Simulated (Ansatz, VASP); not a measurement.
## ZnS (Sphalerite) in two plane-wave programs

One calculation is typed for both programs; each brings its own data sets and cutoff. How far apart do they land? The cell is a member of a volume series, scaled by 0.985 from a relaxed one, so a pressure remains.

Program: Ansatz 0.2.0. Level of theory: plane waves, with VASP 6.6.1 beside it; single point at PBEsol, single point at PBE and single point at PBEsol with D3(BJ). Results are calculated unless marked as measured.

### 1. Starting point

The structure is cubic, space group F-43m (No. 216). The conventional cell has a = 5.333 Å, b = 5.333 Å, c = 5.333 Å, α = 90.00°, β = 90.00°, γ = 90.00°. Nearest to Zn lie 4 S at 2.31 Å. Nearest to S lie 4 Zn at 2.31 Å. Farther neighbours and most contacts between anions are not listed.

### 2. Ansatz: single point, PBEsol, volume scaled by 0.985

Ansatz runs on its default PAW (the set named soft_2) files.

With cell and atoms fixed, the geometry can't cause a difference; cores, projectors, grids and the points listed under the comparison can.

Contents of input.yaml:

```yaml
crystal:
  lattice:
    - [0.0, 2.66632142, 2.66632142]
    - [2.66632142, 0.0, 2.66632142]
    - [2.66632142, 2.66632142, 0.0]
  atoms:
    - { symbol: Zn, position: [0.0, 0.0, 0.0] }
    - { symbol: S, position: [0.75, 0.75, 0.75] }
hamiltonian:
  xc: pbesol
  pseudopotentials: { kind: paw }
kpoints:
  mp_grid: { grid: [8, 8, 8] }
scf:
  occupations: { method: gaussian, width: 0.03 }
  n_extra_bands: 4
output:
  forces: true
  stress: true
  eigenvalues: true
```

On the command line:

```bash
$ ansatz run input.yaml --threads 2 --pin off --max-ram 4608MiB --backend cpu --events-out ev --progress --plain --runs-dir out
```

Numbers of over 12 decimals in the logs are rounded to 6 here.

The log of the run:

```text
scf.n_extra_bands = 4 over 9 filled bands (N_el = 18.0): the run solves 13 bands
Engine: ansatz 0.2.0, x86_64-unknown-linux-gnu
Pseudopotentials: kind: paw
Pseudopotential: Zn, paw, valence charge 12, recommended cutoff 420 eV (normal), Zn.paw.azcp
Pseudopotential: S, paw, valence charge 6, recommended cutoff 420 eV (normal), S.paw.azcp
Functional definition: PBEsol
  exchange = pbesol_x
  correlation = pbesol_c
Crystal: 2 atoms, lattice volume = 37.911 Å³
Basis set: ecut = 420 eV, 725 PW (Γ), exchange–correlation on 54×54×54 points (8 copies of the dense FFT grid, shifted against one another)
Bands: 13, of which v1, the nominal top of the filled ones, is band 9 counted from 1 (8 counted from 0)
Symmetry: 24 space group operations
Space group: F-43m (ITA 216), of the structure as read, at distance tolerance 3.4e-5 Å
k-points: 29 of 512 (time reversal used)
Non-local potential: Zn, projectors of the file, l = 0: 2, l = 1: 2, l = 2: 3, l = 3: 1
Non-local potential: S, projectors of the file, l = 0: 2, l = 1: 2, l = 2: 2
PAW form: soft (Blöchl's): semilocal exchange-correlation on the pseudo side does not see the compensation charge
PAW frozen core: Zn, regenerated for the run's functional, and the local potential with it (the file was generated under x = pbe(κ = 0.804, μ = 0.219515), c = pbe(β = 0.066725))
PAW frozen core: S, regenerated for the run's functional, and the local potential with it (the file was generated under x = pbe(κ = 0.804, μ = 0.219515), c = pbe(β = 0.066725))
PAW one-centre angular grid: Zn, 590 points (default); XC on 64 Gauss nodes
PAW one-centre angular grid: S, 110 points (default); XC on 64 Gauss nodes
Initial density: superposition of atomic densities (neutral atoms: chi_scale 0, normalization atom), corrected by the library's trained network
Initial wavefunctions: pseudopotential atomic-orbital guess
Functional: x = pbesol(κ = 0.804, μ = 0.123457), c = pbesol(β = 0.046)
SCF iter   1: F=—  HF=-4167.442781 eV  |F-HF|=—  |Δ(HF+E_count)|=         —  Δρ=5.59e-3  dr2=1.35e-2  ethr=1.77e-3  ⟨swp⟩=5.5  Hψ=2218  notcnv=0
preconditioner: auto → none  [insulator: Δε(μ)=2.089 eV  Ē_g=12.293 eV  σ=0.030 eV  W_gap=1.00  n_scr=14 (ndim 8)  ℏωp=25.6 eV  f_vac=0.021  D(μ)=0.00/eV (n_scr^D=0)  ε∞_Penn≈5.3]
SCF iter   2: F=—  HF=-4167.438416 eV  |F-HF|=—  |Δ(HF+E_count)|=   4.36e-3  Δρ=8.98e-4  dr2=1.61e-4  ethr=7.50e-5  ⟨swp⟩=2.8  Hψ=974  notcnv=0
SCF iter   3: F=—  HF=-4167.438451 eV  |F-HF|=—  |Δ(HF+E_count)|=   3.50e-5  Δρ=8.06e-4  dr2=1.32e-4  ethr=8.96e-7  ⟨swp⟩=2.0  Hψ=615  notcnv=0
SCF iter   4: F=—  HF=-4167.438453 eV  |F-HF|=—  |Δ(HF+E_count)|=   1.56e-6  Δρ=2.36e-4  dr2=1.51e-5  ethr=7.36e-7  ⟨swp⟩=2.0  Hψ=599  notcnv=0
SCF iter   5: F=—  HF=-4167.438458 eV  |F-HF|=—  |Δ(HF+E_count)|=   5.24e-6  Δρ=4.66e-5  dr2=5.17e-7  ethr=8.41e-8  ⟨swp⟩=2.0  Hψ=582  notcnv=0
SCF iter   6: F=-4167.438458 eV  HF=-4167.438458 eV  |F-HF|=5.05e-9  |Δ(HF+E_count)|=   2.23e-7  Δρ=5.00e-6  dr2=5.60e-9  ethr=5.56e-10  ⟨swp⟩=5.8  Hψ=1908  notcnv=0
SCF 1 converged in 6 iterations: F = -4167.438458 eV  dr2 = 5.60e-9
  greatest PAW one-centre occupation: 0.983 electrons in one spin orbital (limit 2), on the Zn atom at site 0 (counted from 0), in its partial waves of l = 2
SCF converged after 6 iterations
Free energy (F): -4167.438458 eV
Harris-Foulkes:  -4167.438458 eV  (|F-HF|=5.05e-9)
Internal energy: -4167.438458 eV  (E = F + TS)
E sigma→0 (E₀):  -4167.438458 eV
Fermi energy:    7.289324 eV
--- Per-component energies (eV) ---
  E_band       = 9.660560
  E_kinetic    = 239.016987
  E_local      = -2015.530981  (includes V_loc(G=0)·N_el)
  E_nonlocal   = 643.724458
  E_hartree    = 841.832555
  E_xc         = -232.354087
  E_vxc        = -140.627570  (∫ρ·V_xc dr)
  E_paw        = -2374.835302  (= ΣΔE_a)
  E_vpaw       = -400.586329  (= ΣTr[D̂ρ^β])
  E_aug_tail   = -0.000379  (compensation charges beyond the density's cutoff)
  E_ewald      = -1270.151013
  E_core_change = 0.859304  (= ΣΔE_core)
  E_smearing   = -0.000000  (= −TS)
  E_closure    = -0.000000  (closes the sum)
  Σ components = -4167.438458   (vs F -4167.438458, Δ=0.00e0)
--- Forces (eV/Å), atoms counted from 1 ---
  atom   1  Zn    -0.00000000     0.00000000    -0.00000000
  atom   2  S      0.00000000    -0.00000000    -0.00000000
  max |Σ_I F_I| component: 3.24e-17 eV/Å
--- Stress (GPa, compression-positive) ---
        1.088565       0.000000      -0.000000
       -0.000000       1.088565       0.000000
        0.000000       0.000000       1.088565
  P = ⅓ Tr σ = 1.0886 GPa (10.886 kbar)
--- Band table (eV; the first three rows and the last of 29) ---
  k-point 0: bands = [... 5 lower, 0.2220, 6.2175, 6.2175, 6.2175, 8.3607, 12.4569, 12.4569, 12.4569]
  k-point 1: bands = [... 5 lower, 0.2200, 5.0490, 6.0566, 6.0566, 9.1938, 12.3835, 12.7248, 12.7248]
  k-point 2: bands = [... 5 lower, 0.2232, 3.2477, 5.7088, 5.7088, 9.6855, 13.1055, 13.1062, 13.1062]
  k-point 28: bands = [... 5 lower, 0.6679, 1.3858, 3.2157, 3.3032, 11.7546, 12.3662, 14.0241, 14.2311]
```

Elapsed: 1.9 s, on 2 threads of AMD EPYC 7B13 (Zen 3), shared host; peak memory 0.37 GiB; 1.4 s of CPU time.

In the SCF lines HF is the Harris–Foulkes energy and dr2 the Hartree energy of the density residual, in eV; the loop may stop once dr2 is under the threshold and the program's other checks hold. Hψ counts applications of the Hamiltonian.

The run ends at a pressure of 1.09 GPa.

### 3. VASP: single point, PBEsol, volume scaled by 0.985

The same cell, functional, mesh and smearing now go to VASP, with its own data sets and cutoff.

Lines of VASP's logs that name or quote its potential files are left out, and so is its time.

The input asks for a relaxation, which ended at its first step since no free force or stress exceeded the threshold; so it serves as a single point.

Contents of INCAR:

```
SYSTEM = ZnS
PREC = Accurate
ENCUT = 450
EDIFF = 1E-06
NELM = 100
ISMEAR = 0
SIGMA = 0.03
LREAL = .FALSE.
ALGO = Normal
GGA = PS
NBANDS = 15
LORBIT = 11
LWAVE = .FALSE.
LCHARG = .FALSE.
KPAR = 4
IBRION = 2
NSW = 30
ISIF = 4
EDIFFG = -0.01
```

Contents of POSCAR:

```
ZnS
1.0
    0.0000000000      2.6663214168      2.6663214168
    2.6663214168      0.0000000000      2.6663214168
    2.6663214168      2.6663214168      0.0000000000
Zn S
1 1
Direct
    0.0000000000      0.0000000000      0.0000000000
    0.7500000000      0.7500000000      0.7500000000
```

Contents of KPOINTS:

```
Automatic mesh
0
Gamma
8 8 8
0 0 0
```

PAW data sets: Zn and S (PBE family, release 64).

On the command line:

```bash
$ mpirun -np 4 vasp_std
```

The log of the run:

```text
[banner, memory and clock lines left out]
running    4 mpi-ranks, on    1 nodes
 distrk:  each k-point on    1 cores,    4 groups
 distr:  one band on    1 cores,    1 groups

 POSCAR found type information on POSCAR ZnS
 POSCAR found :  2 types and       2 ions
|                                                                             |
|               ----> ADVICE to this user running VASP <----                  |
|                                                                             |
|     You enforced a specific xc type in the INCAR file but a different       |
|     [... a line on the potential file left out ...]
|     I HOPE YOU KNOW WHAT YOU ARE DOING!                                     |
|                                                                             |

 LDA part: xc-table for (Slater+PW92), standard interpolation
 POSCAR, INCAR and KPOINTS ok, starting setup
 FFT: planning ... GRIDC
 FFT: planning ... GRID_SOFT
 FFT: planning ... GRID
 WAVECAR not read
 entering main loop
       N       E                     dE             d eps       ncg     rms          rms(c)
DAV:   1     0.819327108587E+02    0.81933E+02   -0.83464E+03   870   0.132E+03
DAV:   2    -0.281320725509E+01   -0.84746E+02   -0.79975E+02   961   0.249E+02
DAV:   3    -0.794299007338E+01   -0.51298E+01   -0.51102E+01  1122   0.626E+01
DAV:   4    -0.799527898248E+01   -0.52289E-01   -0.52274E-01  1045   0.658E+00
DAV:   5    -0.799593789532E+01   -0.65891E-03   -0.65891E-03  1087   0.727E-01    0.720E+00
DAV:   6    -0.760729692055E+01    0.38864E+00   -0.85218E-01  1236   0.353E+01    0.558E+00
DAV:   7    -0.758747251411E+01    0.19824E-01   -0.26566E-01  1003   0.540E+00    0.270E+00
DAV:   8    -0.758419922987E+01    0.32733E-02   -0.55296E-03  1160   0.100E+00    0.654E-01
DAV:   9    -0.758398344712E+01    0.21578E-03   -0.10210E-03  1059   0.290E-01    0.919E-02
DAV:  10    -0.758406149487E+01   -0.78048E-04   -0.15759E-04  1046   0.984E-02    0.265E-02
DAV:  11    -0.758405578425E+01    0.57106E-05   -0.25100E-05  1018   0.431E-02    0.516E-03
DAV:  12    -0.758405608685E+01   -0.30259E-06   -0.33805E-06  1017   0.136E-02
   1 F= -.75840561E+01 E0= -.75840561E+01  d E =-.758406E+01
 curvature:   0.00 expect dE= 0.000E+00 dE for cont linesearch  0.000E+00
 trial: gam= 0.00000 g(F)=  0.797E-46 g(S)=  0.153E-33 ort = 0.000E+00 (trialstep = 0.100E+01)
 search vector abs. value=  0.100E-09
 reached required accuracy - stopping structural energy minimisation
```

Parts of OUTCAR (step 3):

```text
ion  position               nearest neighbor table
   1  0.000  0.000  0.000-   2 2.31   2 2.31   2 2.31   2 2.31
   2  0.750  0.750  0.750-   1 2.31   1 2.31   1 2.31   1 2.31

  LATTYP: Found a face centered cubic cell.
 ALAT       =     5.3326428336

 Subroutine GETGRP returns: Found 24 space group operations
 (whereof 24 operations were pure point group operations)

The static configuration has the point symmetry T_d .

 Found     29 irreducible k-points:

   k-points           NKPTS =     29   k-points in BZ     NKDIM =     29   number of bands    NBANDS=     15

   dimension x,y,z NGX =    28 NGY =   28 NGZ =   28
   dimension x,y,z NGXF=    56 NGYF=   56 NGZF=   56

   ENCUT  =  450.0 eV  33.07 Ry    5.75 a.u.   6.52  6.52  6.52*2*pi/ulx,y,z

   NELECT =      18.0000    total number of electrons

 k-points in reciprocal lattice and weights: Automatic mesh
   0.00000000  0.00000000  0.00000000       0.002
   0.12500000  0.00000000  0.00000000       0.016
   0.25000000  0.00000000  0.00000000       0.016
   0.37500000  0.00000000  0.00000000       0.016
   0.50000000  0.00000000  0.00000000       0.008
   0.12500000  0.12500000  0.00000000       0.012
   0.25000000  0.12500000  0.00000000       0.047
   0.37500000  0.12500000  0.00000000       0.047
   0.50000000  0.12500000  0.00000000       0.047
[...]
-0.37500000  0.50000000  0.12500000       0.023
  -0.25000000  0.50000000  0.25000000       0.012

 average (electrostatic) potential at core
       1 -35.8078       2 -88.4029

 E-fermi :   2.5310

 k-point     1 :       0.0000    0.0000    0.0000
  band No.  band energies     occupation
    ...
      5      -3.6011      2.00000
      6      -3.6011      2.00000
      7       2.3952      2.00000
      8       2.3952      2.00000
      9       2.3952      2.00000
     10       4.5453      0.00000
     11       8.6708      0.00000
     12       8.6708      0.00000
     13       8.6708      0.00000
     14      14.1768      0.00000
    ...

 k-point     2 :       0.1250    0.0000    0.0000
  band No.  band energies     occupation
    ...
      5      -3.6030      2.00000
      6      -3.6030      2.00000
      7       1.2251      2.00000
      8       2.2342      2.00000
      9       2.2342      2.00000
     10       5.3794      0.00000
     11       8.5949      0.00000
     12       8.9407      0.00000
     13       8.9407      0.00000
     14      13.5310      0.00000
    ...

 k-point     3 :       0.2500    0.0000    0.0000
  band No.  band energies     occupation
    ...
      5      -3.5996      2.00000
      6      -3.5996      2.00000
      7      -0.5776      2.00000
      8       1.8864      2.00000
      9       1.8864      2.00000
     10       5.8716      0.00000
     11       9.3151      0.00000
     12       9.3241      0.00000
     13       9.3241      0.00000
     14      13.3212      0.00000
    ...

  Total        0.2856458      0.2856458      0.2856458     -0.0000000     -0.0000000      0.0000000
  in kB       12.0717691     12.0717691     12.0717691     -0.0000000     -0.0000000      0.0000000
  external PRESSURE =      12.0717691 kB  Pullay stress =       0.0000000 kB

  energy-cutoff  :      450.00
  volume of cell :       37.91
      direct lattice vectors                 reciprocal lattice vectors
     0.000000000  2.666321417  2.666321417    -0.187524279  0.187524279  0.187524279
     2.666321417  0.000000000  2.666321417     0.187524279 -0.187524279  0.187524279
     2.666321417  2.666321417  0.000000000     0.187524279  0.187524279 -0.187524279

 POSITION                                       TOTAL-FORCE (eV/Angst)
 -----------------------------------------------------------------------------------
      0.00000      0.00000      0.00000         0.000000      0.000000      0.000000
      3.99948      3.99948      3.99948        -0.000000     -0.000000     -0.000000
 -----------------------------------------------------------------------------------
    total drift:                               -0.000002     -0.000002     -0.000002

  FREE ENERGIE OF THE ION-ELECTRON SYSTEM (eV)
  ---------------------------------------------------
  free  energy   TOTEN  =        -7.5840560868 eV

  energy  without entropy=       -7.5840560868  energy(sigma->0) =       -7.58405609

 reached required accuracy - stopping structural energy minimisation

 total charge
# of ion       s       p       d       tot
------------------------------------------
    1        0.537   0.517   9.803  10.857
    2        1.308   2.430   0.000   3.738
--------------------------------------------------
tot          1.845   2.947   9.803  14.595

[... 3 further parts left out ...]
```

The run keeps the 24 symmetry operations of its start, so it cannot find a distortion of lower symmetry.

### 4. Side by side

Known differences besides the potentials themselves: the cutoff is 420 eV in Ansatz and 450 eV in VASP; Ansatz makes its cores anew for this functional, VASP keeps those of its PBE data sets; VASP leaves aspherical gradient terms in its spheres out (LASPH is not set), Ansatz keeps them. Total energies have different zeros and are not compared.

The two programs side by side:

```tsv
quantity	Ansatz	VASP	difference
pressure (GPa)	1.09	1.21	-0.12
pressure without Ansatz's Pulay correction (GPa)	1.02	1.21	-0.18
gap on the k mesh (eV)	2.143	2.150	-0.007
```

A gap on the mesh is an upper bound, since the band edges may lie between its points. Ansatz's pressure holds a Pulay correction of 0.07 GPa; VASP's holds none.

### 5. Ansatz: single point, PBE, volume scaled by 1.015

With cell and atoms fixed, the geometry can't cause a difference; cores, projectors, grids and the points listed under the comparison can. The cell compared in this pair holds 40.98 Å³, against 37.91 Å³ for the pair before.

The cell is a member of a volume series, scaled by 1.015 from a relaxed one, so a pressure remains.

input.yaml, the sections that differ from step 2:

```yaml
crystal:
  lattice:
    - [0.0, 2.7365, 2.7365]
    - [2.7365, 0.0, 2.7365]
    - [2.7365, 2.7365, 0.0]
  atoms:
    - { symbol: Zn, position: [0.0, 0.0, 0.0] }
    - { symbol: S, position: [0.75, 0.75, 0.75] }
hamiltonian:
  xc: pbe
  pseudopotentials: { kind: paw }
# kpoints, scf, output: as in step 2
```

On the command line:

```bash
$ ansatz run input.yaml --threads 2 --pin off --max-ram 4608MiB --backend cpu --events-out ev --progress --plain --runs-dir out
```

The log of the run:

```text
[...]
Crystal: 2 atoms, lattice volume = 40.984 Å³
Basis set: ecut = 420 eV, 821 PW (Γ), exchange–correlation on 54×54×54 points (8 copies of the dense FFT grid, shifted against one another)
Bands: 13, of which v1, the nominal top of the filled ones, is band 9 counted from 1 (8 counted from 0)
Symmetry: 24 space group operations
[...]
k-points: 29 of 512 (time reversal used)
[...]
--- Band table (eV; the first three rows and the last of 29) ---
  k-point 0: bands = [... 5 lower, -0.4354, 5.3024, 5.3024, 5.3024, 7.2484, 11.6967, 11.6967, 11.6967]
  k-point 1: bands = [... 5 lower, -0.4368, 4.2115, 5.1649, 5.1649, 8.0740, 11.5805, 11.9367, 11.9367]
  k-point 2: bands = [... 5 lower, -0.4338, 2.5579, 4.8640, 4.8640, 8.6576, 12.1322, 12.2936, 12.2936]
  k-point 28: bands = [... 5 lower, -0.0721, 0.8937, 2.7337, 2.7345, 11.0022, 11.1548, 13.0714, 13.5132]
[key lines of the parts left out:]
SCF converged after 6 iterations
Free energy (F): -4222.731921 eV
Fermi energy:    6.275649 eV
P = ⅓ Tr σ = -1.0831 GPa (-10.831 kbar)
```

Wall time 0.82 s (2 threads); peak memory 0.36 GiB; 1.4 s of CPU time.

The run ends at a pressure of -1.08 GPa.

### 6. VASP: single point, PBE, volume scaled by 1.015

The same cell, functional, mesh and smearing now go to VASP, with its own data sets and cutoff.

The input asks for a relaxation, which ended at its first step since no free force or stress exceeded the threshold; so it serves as a single point.

INCAR: that of step 3 with these lines changed.

```diff
@@ -9,3 +9,3 @@
 ALGO = Normal
-GGA = PS
+GGA = PE
 NBANDS = 15
```

Contents of POSCAR:

```
ZnS
1.0
    0.0000000000      2.7365000049      2.7365000049
    2.7365000049      0.0000000000      2.7365000049
    2.7365000049      2.7365000049      0.0000000000
Zn S
1 1
Direct
    0.0000000000      0.0000000000      0.0000000000
    0.7500000000      0.7500000000      0.7500000000
```

KPOINTS is that of step 3.

On the command line:

```bash
$ mpirun -np 4 vasp_std
```

The log of the run:

```text
[banner, memory and clock lines left out]
running    4 mpi-ranks, on    1 nodes
[...]
LDA part: xc-table for (Slater+PW92), standard interpolation
 POSCAR, INCAR and KPOINTS ok, starting setup
[...]
entering main loop
       N       E                     dE             d eps       ncg     rms          rms(c)
DAV:   1     0.859465538405E+02    0.85947E+02   -0.83958E+03   870   0.132E+03
DAV:   2    -0.138761440224E+01   -0.87334E+02   -0.82085E+02   961   0.254E+02
DAV:   3    -0.721290192115E+01   -0.58253E+01   -0.57972E+01  1136   0.660E+01
DAV:   4    -0.727686475070E+01   -0.63963E-01   -0.63944E-01  1010   0.723E+00
[...]
DAV:  11    -0.684900585637E+01    0.26068E-06   -0.36457E-05  1108   0.103E-01    0.581E-03
DAV:  12    -0.684900700459E+01   -0.11482E-05   -0.36022E-06   989   0.232E-02    0.407E-03
DAV:  13    -0.684900708798E+01   -0.83391E-07   -0.63060E-07   743   0.101E-02
   1 F= -.68490071E+01 E0= -.68490071E+01  d E =-.684901E+01
[...]
reached required accuracy - stopping structural energy minimisation
```

OUTCAR, selected parts (step 6):

```text
  Total       -0.2610358     -0.2610358     -0.2610358     -0.0000000      0.0000000      0.0000000
  in kB      -10.2045602    -10.2045602    -10.2045602     -0.0000000      0.0000000      0.0000000
  external PRESSURE =     -10.2045602 kB  Pullay stress =       0.0000000 kB

 POSITION                                       TOTAL-FORCE (eV/Angst)
 -----------------------------------------------------------------------------------
      0.00000      0.00000      0.00000         0.000000      0.000000      0.000000
      4.10475      4.10475      4.10475        -0.000000     -0.000000     -0.000000
 -----------------------------------------------------------------------------------
    total drift:                                0.000000      0.000000     -0.000000

  FREE ENERGIE OF THE ION-ELECTRON SYSTEM (eV)
  ---------------------------------------------------
  free  energy   TOTEN  =        -6.8490070880 eV

  energy  without entropy=       -6.8490070880  energy(sigma->0) =       -6.84900709

[... 2 parts as in an earlier step ...]

[... 2 further parts left out ...]
[key lines of the parts left out:]
E-fermi :   1.9375
```

### 7. Differences

Both answers:

```tsv
quantity	Ansatz	VASP	difference
pressure (GPa)	-1.08	-1.02	-0.06
pressure without Ansatz's Pulay correction (GPa)	-1.14	-1.02	-0.12
gap on the k mesh (eV)	1.946	1.948	-0.002
```

A gap on the mesh is an upper bound, since the band edges may lie between its points. Ansatz's pressure holds a Pulay correction of 0.06 GPa; VASP's holds none.

### 8. Further runs

Further runs change the set-up of one program: Ansatz's method, potentials or start, or VASP's data sets, cutoff or form of LDA. The table gives Ansatz less VASP for each quantity, since a change that brings one quantity closer may part another.

```tsv
run	pressure (GPa)	gap on the k mesh (eV)
as above	-0.063	-0.0018
Ansatz's all-electron LAPW method	-0.049	0.0011
```

(Continued in part 2 of 2.)

[Lines on the potential files, build, host, timing and source positions are cut from VASP's logs without a mark.]

[Logs are printed without paths, hosts, clocks, repeated set-up lines and the standing remarks that a program may print on its own settings, such as how far it seeks lower states.]

[Hosts, paths, dates, database ids (printed as entryN), source tags and the programs' standing remarks are cut or masked in the printed files.]
